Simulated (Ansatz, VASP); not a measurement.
# One calculation of Sb, two programs

```
CELL_PARAMETERS angstrom
0.00000 3.37991 3.37991
3.37991 0.00000 3.37991
3.37991 3.37991 0.00000
ATOMIC_POSITIONS crystal
Sb 0.12500 0.12500 0.12500
Sb 0.87500 0.87500 0.87500
```

Alike in both runs: task single point; functional revPBE; k mesh 9 × 9 × 9; occupations fermi-dirac, width 0.1 eV; no spin polarisation.

|  | VASP | Ansatz |
| --- | --- | --- |
| version | VASP 6.6.1 | Ansatz 0.2.0 |
| potentials or method | VASP PAW PBE potentials, release 64 (Sb) | plane waves (420 eV) with PAW, scalar-relativistic |
| plane-wave cutoff (eV) | 520 | 420 |
| valence electrons in the cell | 10 | 30 |

```csv
,VASP,Ansatz,Ansatz less VASP
pressure (GPa),4.8,4.7,-0.03
```

With one functional, cell and mesh, what is left measures potentials, basis and numerics. The two sets of potentials don't hold the same shells in valence.

Caveats: the PAW data sets were made with another functional, which shifts forces and pressure a little (VASP). The runs have no spin-orbit coupling, so splittings on Sb are missing.
